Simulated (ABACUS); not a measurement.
# ZrS2 under changes of volume

One of the cells (23.763 Å³/atom); the others are scaled copies at fixed shape and fractional positions:

```xyz
3
Lattice="3.6914 0.0000 0.0000 -1.8457 3.1968 0.0000 0.0000 0.0000 6.0411" Properties=species:S:1:pos:R:3 pbc="T T T"
Zr    0.0000    0.0000    0.0000
S     0.0000    2.1312    1.4372
S     1.8457    1.0656    4.6038
```

The cell is a database's computed one.

| Property | Result |
| --- | --- |
| Program | ABACUS 3.10.1 |
| Functional | PBE |
| Potentials or basis | PseudoDojo NC SR 0.4.1 PBE standard |
| Cutoff | 1361 eV |
| Density cutoff | 5442 eV |
| Basis | DZP LCAO (the cutoffs set its grid) |
| k mesh | 8 × 8 × 5 |
| Occupations | fermi-dirac, width 0.05 eV |
| Spin | no spin polarisation |

```tsv
volume (Å³/atom)	energy over the lowest point (meV/atom)	pressure (GPa)	gap on the mesh (eV)	largest force (eV/Å)
22.337	36.90	7.5	1.01	0.956
22.813	?	?	?	?
23.288	6.29	3.0	1.04	0.412
23.763	0.40	1.0	1.05	0.169
24.238	0.00	-0.7	1.06	0.057
24.714	4.55	-2.3	1.06	0.266
25.189	13.58	-3.7	1.07	0.461
```

Question: What does the run at 22.813 Å³/atom give?

Answer: Energy over the lowest point 18.24 meV/atom; pressure 5.1 GPa; gap on the mesh 1.03 eV; largest force 0.674 eV/Å.

Worked out: A Birch-Murnaghan fit of order 3 (a polynomial in V^(-2/3)) to the other rows has its minimum at 24.04 Å³/atom with B0 = V·E''(V) = 88 GPa and B' = 4.1 at fixed shape and positions, which overstates the stiffness. It gives 18.22 meV/atom at 22.813 Å³/atom, against the run's 18.24, and -dE/dV = 5.1 GPa, against 5.1. A straight line through the other rows of the gap, of slope 0.48 eV per unit of ln V, gives 1.03 eV, against the run's 1.03.

Energies are extrapolated to zero smearing.

Caveats: the atomic orbitals were generated for these runs and aren't a published set; an odd mesh through Γ misses points on the zone boundary, where band edges often lie; this functional lacks dispersion, which binds the layers, so the pressure and a relaxed spacing across them are unreliable; the basis of atomic orbitals isn't converged, which shifts pressures, moduli and gaps. Spin-orbit coupling on Zr is left out.
